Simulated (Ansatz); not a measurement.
# Si (P6/mmm): spin response to a magnetic field in Python

Wanted for Si (P6/mmm): the spin response to a magnetic field.

All numbers are computed with the Python package of Ansatz 0.2.0. Level of theory: DFT PBEsol, plane waves, PAW.

**1. The structure**

It takes space group P6/mmm (No. 191, hexagonal). Conventional cell: a = 2.527 Å, b = 2.527 Å, c = 2.373 Å, α = 90.00°, β = 90.00°, γ = 120.00°. Si (site symmetry 6/mmm) is surrounded by 8 Si at 2.37 to 2.53 Å.

The script holds or builds the structure itself.

**2. Script**

Contents of si_zeeman.py:

```python
'''Spin moment of Si in a magnetic field.'''

import warnings

import ansatz as az
import numpy as np
import pandas as pd

warnings.simplefilter('ignore', az.DeckWarning)

vectors = np.array([
    [2.527, 0.0, 0.0],
    [-1.2635, 2.1884462, 0.0],
    [0.0, 0.0, 2.373],
])
crystal = az.Lattice.of(vectors).atom('Si', (0.0, 0.0, 0.0))

job = (
    crystal.calculation()
    .functional(az.Functional.PBESOL)
    .pseudopotentials('paw')
    .basis(38 * az.Ry)
    .kpoints(density=3.8)  # sampling of the Brillouin zone
    .occupations('Gaussian', width=0.1)
    .spin('collinear')
)
# the field acts on the spins alone; such large fields lift the response over the noise
rows = []
for tesla in [0, 250, 500]:
    summary = (job.magnetic_field(tesla) if tesla else job).run(threads=1, backend='cpu').report
    rows.append((tesla, summary['magnetization_mub'], summary['free_energy_ev'], summary['components'].get('e_zeeman', 0.0)))
print(pd.DataFrame(rows, columns=['B (T)', 'moment muB', 'F eV', 'Zeeman term eV']).round(4).to_string(index=False))
slope = np.polyfit([row[0] for row in rows], [row[1] for row in rows], 1)[0]
print(f'dM/dB = {1000 * slope:.4f} muB per 1000 T per cell')
```

**3. The calls as engine input**

The package turns the script's settings into the engine's input (first run):

```yaml
crystal:
  lattice:
    - [2.527, 0.0, 0.0]
    - [-1.2635, 2.1884462, 0.0]
    - [0.0, 0.0, 2.373]
  atoms:
    - { symbol: Si, position: [0.0, 0.0, 0.0] }
basis:
  ecutwfc: 517.016338673772
kpoints:
  mp_grid:
    kspacing: 0.2631578947368421
hamiltonian:
  xc: pbesol
  pseudopotentials:
    kind: paw
magnetization:
  spin_polarized: true
scf:
  occupations:
    method: gaussian
    width: 0.1
```

**4. Running it**

Command:

```
$ python si_zeeman.py
```

Standard output:

```text
RunWarning: this spin-polarised run has no starting moment large enough to seed its density, so its SCF can try parallel moments of its own, which can die out, and starts no order whose moments cancel. Behind that start scf.lower_state_search: light tries no [...]
 B (T)  moment muB      F eV  Zeeman term eV
     0      0.0000 -621.2144          0.0000
   250      0.0041 -621.2145         -0.0001
   500      0.0086 -621.2146         -0.0002
dM/dB = 0.0172 muB per 1000 T per cell
```

(Warnings from the package without file and line, shortened.)

It took 6.4 s on 1 thread of Arm Neoverse V2, shared host; peak memory 0.34 GiB.

**5. Inputs of later runs**

The engine's inputs for the other runs:

Run 2, against run 1:

```diff
@@ -18,0 +19 @@
+  magnetic_field: 250.0
```

Run 3, against run 1:

```diff
@@ -18,0 +19 @@
+  magnetic_field: 500.0
```

Lines on the test bed's own set-up are left out of the output.

**6. Run by run**

The 3 runs, in the order started:

```
run  field (T)  energy from run 3 (meV/atom)  SCF cycles  CPU time (s)
  1        0.0                          0.12           6           1.1
  2      250.0                          0.09          12           2.1
  3      500.0                          0.00          13           2.1
```

Energies are free energies F = E - TS of the smeared occupations. 

**7. What came out**

| quantity | value |
| --- | --- |
| dM/dB | 0.0172 μB per 1000 T per cell |
| runs compared | 3 |
| range of energy | 0.12 meV/atom |

**Reading.** All 3 runs converged (6 to 13 cycles). Notes:
- This isn't the structure that Si takes at ambient conditions.
- Orbital magnetism is left out. The response of a metal hangs strongly on mesh and smearing, and a straight-line fit holds only where the moment is linear in the field.
